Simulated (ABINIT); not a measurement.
A run of ABINIT 10.8.3 (patched build) is set up as follows.

Contents of run.abi:

```
pp_dirpath "./"
pseudos "Si.upf"

acell 7.2740828278 7.2740828278 7.2740828278
rprim
     0.0000000000     0.7071067812     0.7071067812
     0.7071067812     0.0000000000     0.7071067812
     0.7071067812     0.7071067812     0.0000000000
ntypat 1
znucl 14
natom 2
typat 1 1
xred
     0.5000000000     0.5000000000     0.5000000000
     0.7500000000     0.7500000000     0.7500000000

ecut 14.0

kptopt 1
ngkpt 6 6 6
nshiftk 1
shiftk 0.0 0.0 0.0

ixc 11

nband 8
occopt 3
tsmear 0.05 eV

nstep 100
tolvrs 1.0e-10

iomode 3
prtwf 0
prtden 0
prteig 0
prtebands 0
enunit 1
```

Potentials or basis: PseudoDojo NC SR PBE v0.4.1 standard.

Run with:

```console
$ abinit run.abi > log 2>&1
```

Q: Predict the band gap on the k mesh.

A: 0.72 eV, indirect (least direct gap 2.55 eV).

Q: What does it give for the pressure?

A: 1.3 GPa.

Caveat: the cutoff is short for stress, so the pressure is rough. As with any semilocal functional, this PBE gap is likely too small.
